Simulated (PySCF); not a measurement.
C4H10N (charge +1).
Cartesian coordinates in Å at the PBE0-D3(BJ)/def2-SVP level; atoms count from 1:
```
atom  x, y, z in Å
C1     0.4588    0.8470    0.8344
C2     1.2750   -0.0818   -0.0597
C3     0.2803   -1.1560   -0.4900
N4    -1.0850   -0.4882   -0.3679
C5    -0.8649    0.9315    0.1021
H6     0.3202    0.4166    1.8401
H7     0.9145    1.8379    0.9643
H8     2.1435   -0.5211    0.4489
H9     1.6523    0.4649   -0.9374
H10    0.2759   -2.0284    0.1763
H11    0.4093   -1.5073   -1.5212
H12   -1.6586   -0.9962    0.3135
H13   -1.6089   -0.5195   -1.2488
H14   -0.7931    1.5610   -0.7961
H15   -1.7282    1.2557    0.6976
```

Level of theory: PySCF 2.14.0, density-fitted response routines, TDDFT PBE0/def2-SVPD, vertical, gas phase, core orbitals frozen in the response.

Transition dipole moments from the ground state, in atomic units and in the frame of the coordinates above (overall signs are arbitrary), for the states with f of 0.002 or more among the lowest 8:

```csv
state,E (hartree),μx,μy,μz
S1,0.3156,-0.145,-0.089,-0.006
S2,0.3405,0.295,0.050,0.066
S3,0.3442,0.025,-0.301,-0.146
S4,0.3489,0.146,0.140,-0.207
S5,0.3503,-0.011,0.249,-0.311
S7,0.3714,-0.088,0.088,0.086
S8,0.3770,-0.084,-0.064,-0.178
```

Q: What oscillator strength does each state have?

A: f = (2/3) ΔE |μ|² with ΔE in hartree (27.2114 eV).

```json
{"state": "S1", "|μ|² (au)": "0.029", "|μ| (D)": "0.43", "f": "0.006"}
{"state": "S2", "|μ|² (au)": "0.094", "|μ| (D)": "0.78", "f": "0.021"}
{"state": "S3", "|μ|² (au)": "0.113", "|μ| (D)": "0.85", "f": "0.026"}
{"state": "S4", "|μ|² (au)": "0.084", "|μ| (D)": "0.74", "f": "0.020"}
{"state": "S5", "|μ|² (au)": "0.159", "|μ| (D)": "1.01", "f": "0.037"}
{"state": "S7", "|μ|² (au)": "0.023", "|μ| (D)": "0.38", "f": "0.006"}
{"state": "S8", "|μ|² (au)": "0.043", "|μ| (D)": "0.53", "f": "0.011"}
```

Q: What angle do the transition dipoles of S4 and S5 make?

A: |cos θ| = |μa·μb| / (|μa| |μb|) = 0.85, so θ ≈ 32° (taken between 0 and 90°, since the signs are arbitrary).

Q: What peak molar absorption coefficient would the strongest computed level give as a lone Gaussian band 0.3 eV wide at half height?

A: ε(max) = 2.175×10⁸ f / FWHM, with the width in cm⁻¹. S5: 2.175×10⁸ × 0.0371 / 2420 ≈ 3300 L mol⁻¹ cm⁻¹.

The vertical ionisation energy (ΔSCF) is 16.57 eV, 6.31 eV above S8.

Hardware: an Arm Neoverse V1 with one thread, on a shared host. Cost: 2.7 min wall.

One conformer stands for the species.
